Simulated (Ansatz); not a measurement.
Start of a relaxation, (011) slab as cut from the bulk (P, Cmce (No. 64), (0 1 1) face):

```xyz
24
Lattice="3.2996 0.0000 0.0000 0.0000 11.9243 0.0000 0.0000 0.0000 26.8847" Properties=species:S:1:pos:R:3 pbc="T T T"
P     0.0000   11.1064    7.5000
P     1.6498    7.6502    8.0568
P     1.6498    1.9959    8.8014
P     1.6498   11.6686    8.8602
P     1.6498    6.0143    9.6049
P     0.0000    2.5581   10.1617
P     0.0000    8.8281   10.9063
P     0.0000    6.5766   10.9651
P     0.0000    0.9223   11.7098
P     1.6498    9.3904   12.2666
P     1.6498    3.7361   13.0112
P     1.6498    1.4845   13.0700
P     1.6498    7.7545   13.8147
P     0.0000    4.2983   14.3715
P     0.0000   10.5683   15.1161
P     0.0000    8.3168   15.1749
P     0.0000    2.6625   15.9196
P     1.6498   11.1306   16.4764
P     1.6498    5.4763   17.2210
P     1.6498    3.2247   17.2798
P     1.6498    9.4947   18.0245
P     0.0000    6.0386   18.5813
P     0.0000    0.3842   19.3259
P     0.0000   10.0570   19.3847
```

All numbers below come from Ansatz 0.2.0, DFT r2SCAN, scalar-relativistic, plane waves, PAW. Plane waves to 500 eV, a k mesh through Γ of 11×3×1 on the computed 24-atom cell and Gaussian smearing (0.05 eV); no spin polarisation. The cell repeats along c with a dipole correction in the vacuum.

All atoms are free. The cell is fixed. Force threshold 0.02 eV/Å.

Q: Where does it end?

A: The energy falls by 1.509 eV in 19 steps, to:

```
P
1.0
     3.29960    0.00000    0.00000
     0.00000   11.92431    0.00000
     0.00000    0.00000   26.88473
P
24
Cartesian
  0.0000 10.6231 7.8049
  1.6498 8.8407 7.6116
  1.6498 1.7651 8.7304
  1.6498 11.4764 9.1701
  1.6498 7.1553 9.0499
  0.0000 2.5115 10.0081
  0.0000 9.3574 11.1434
  0.0000 7.2153 10.5402
  0.0000 0.9963 11.6807
  1.6498 9.5903 12.5808
  1.6498 3.8400 13.0584
  1.6498 1.5733 13.0192
  1.6498 7.7291 13.8149
  0.0000 4.2492 14.4729
  0.0000 10.4215 15.4146
  0.0000 8.1660 15.2410
  0.0000 2.5161 15.9040
  1.6498 10.6791 16.9243
  1.6498 5.3098 17.3034
  1.6498 3.0349 17.2734
  1.6498 8.8554 18.2232
  0.0000 5.8385 18.5830
  0.0000 -0.1656 18.5864
  0.0000 9.7593 19.4658
```

Cost: 1 run of about 35 core-minutes, on AMD EPYC 9R45 (Zen 5) (shared hosts).